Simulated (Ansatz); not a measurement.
## Relaxation of AlNi3

All numbers below come from DFT PBE, scalar-relativistic, plane waves, PAW (Ansatz 0.2.0). Run with 420 eV cutoff, 12×12×12 k-mesh, Gaussian smearing of 0.10 eV, collinear spin.

What was changed: relaxed at 15 GPa.

Other phases may be more stable at this pressure.

Command:

```bash
ansatz run input.yaml --threads 1 --pin off --max-ram 2560MiB --backend cpu --events-out ev --progress --plain --runs-dir out
```

Input:

```yaml
crystal:
  lattice:
    - [3.4823082757, 0.0, 0.0]
    - [0.0, 3.4823082757, 0.0]
    - [0.0, 0.0, 3.4823082757]
  atoms:
    - { symbol: Al, position: [0.0, 0.0, 0.0] }
    - { symbol: Ni, position: [0.0, 0.5, 0.5], spin: 0.29 }
    - { symbol: Ni, position: [0.5, 0.0, 0.5], spin: 0.29 }
    - { symbol: Ni, position: [0.5, 0.5, 0.0], spin: 0.29 }
basis:
  ecutwfc: 420
kpoints:
  mp_grid: { grid: [12, 12, 12] }
hamiltonian:
  xc: pbe
scf:
  occupations: { method: gaussian, width: 0.1 }
output:
  forces: true
  stress: true
  eigenvalues: true
  populations: true
magnetization:
  spin_polarized: true
relax:
  adjacent_minimum: "off"
  f_tol: 0.008
  max_steps: 50
  cell: { stress_tol: 0.08, p_target: 15.0 }
```

F is the free energy. Steps run on the plane waves of an earlier cell, but the last one, and at times one on the way, on a freshly chosen basis, so a repeated geometry can differ a little in energy. The relaxation lowers the enthalpy F + PV at the target pressure, so F itself can rise.

Steps:

```json
{"step": "1", "F − F(1) (eV)": "0.0000", "largest force component (eV/Å)": "0.000", "V (Å³/atom)": "10.557", "P (GPa)": "15.41"}
{"step": "2", "F − F(1) (eV)": "-0.0037", "largest force component (eV/Å)": "0.000", "V (Å³/atom)": "10.567", "P (GPa)": "15.18"}
{"step": "3", "F − F(1) (eV)": "-0.0066", "largest force component (eV/Å)": "0.000", "V (Å³/atom)": "10.575", "P (GPa)": "15.00"}
{"step": "4", "F − F(1) (eV)": "-0.0067", "largest force component (eV/Å)": "0.000", "V (Å³/atom)": "10.575", "P (GPa)": "15.00"}
```

Relaxed structure:

```xyz
4
Lattice="3.4842 0.0000 0.0000 0.0000 3.4842 0.0000 0.0000 0.0000 3.4842" Properties=species:S:1:pos:R:3 pbc="T T T"
Al    0.0000    0.0000    0.0000
Ni    0.0000    1.7421    1.7421
Ni    1.7421    0.0000    1.7421
Ni    1.7421    1.7421    0.0000
```

The structure is cubic, space group Pm-3m (No. 221). The conventional cell has a = 3.484 Å, b = 3.484 Å, c = 3.484 Å, α = 90.00°, β = 90.00°, γ = 90.00°. Al (site symmetry m-3m) is surrounded by 12 Ni at 2.46 Å. Ni (site symmetry 4/mmm) is surrounded by 4 Al at 2.46 Å and 8 Ni at 2.46 Å.

The run converged. Time: 25 s on 1 thread of AMD EPYC 9R45 96-Core Processor (Zen 5) (shared host), peak memory 0.54 GiB.